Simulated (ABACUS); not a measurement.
Wanted: the native input for an ABACUS 3.10.1 run.

```yaml
Task: band structure
Functional: PBE
Potentials_or_basis: PseudoDojo NC SR 0.5 PBE standard
Cutoff: 1116 eV
Density_cutoff: 4463 eV
Basis: plane waves
Occupations: fermi-dirac, width 0.05 eV
Spin: no spin polarisation
Radial_cutoff_of_the_potentials_pseudo_rcut: 10 bohr
Threshold_of_the_eigensolver: 1e-07 Ry
Density: read from an earlier self-consistent run
Path: G-X-W-K-G-L-U-W-L-K, U-X
Points_for_each_segment_of_the_path: 10
SCF_threshold_on_the_density: 1e-08
Max_SCF_steps: 100
Eigensolver: dav
Mixing: broyden
Mixing_share: 0.7
Symmetry_key: -1
Bands: 20
```

Crystal: Ag.

```
Ag
1.0
     0.00000    2.04275    2.04275
     2.04275    0.00000    2.04275
     2.04275    2.04275    0.00000
Ag
1
Cartesian
  0.0000 0.0000 0.0000
```

One way to write it, as run:

INPUT

```
INPUT_PARAMETERS
suffix              Ag
calculation         nscf
basis_type          pw
pseudo_dir          ./
symmetry            -1
dft_functional      pbe
ecutwfc             82.0
pseudo_rcut         10
nspin               1
nbands              20
ks_solver           dav
smearing_method     fd
smearing_sigma      0.00367493
scf_thr             1e-08
scf_nmax            100
mixing_type         broyden
mixing_beta         0.7
init_chg            file
pw_diag_thr         1e-07
out_band            1
kpar                4
```

STRU

```
ATOMIC_SPECIES
Ag 107.8682 Ag.upf

LATTICE_CONSTANT
1.8897261246

LATTICE_VECTORS
0.0000000000 2.0427500000 2.0427500000
2.0427500000 0.0000000000 2.0427500000
2.0427500000 2.0427500000 0.0000000000

ATOMIC_POSITIONS
Direct

Ag
0.0
1
0.0000000000 0.0000000000 0.0000000000 1 1 1
```

KPT

```
K_POINTS
12
Line
0.00000000 0.00000000 0.00000000 10 // G
0.50000000 0.00000000 0.50000000 10 // X
0.50000000 0.25000000 0.75000000 10 // W
0.37500000 0.37500000 0.75000000 10 // K
0.00000000 0.00000000 0.00000000 10 // G
0.50000000 0.50000000 0.50000000 10 // L
0.62500000 0.25000000 0.62500000 10 // U
0.50000000 0.25000000 0.75000000 10 // W
0.50000000 0.50000000 0.50000000 10 // L
0.37500000 0.37500000 0.75000000 1 // K
0.62500000 0.25000000 0.62500000 10 // U
0.50000000 0.00000000 0.50000000 1 // X
```

Potentials or basis: PseudoDojo NC SR 0.5 PBE standard, plane waves.

Launch:

```sh
$ OMP_NUM_THREADS=1 mpirun -np 4 abacus > log
```

Run time: 2.6 s on 4 MPI ranks on Intel(R) Xeon(R) Platinum 8488C (Sapphire Rapids), on a shared host, peak memory 0.36 GiB a rank.
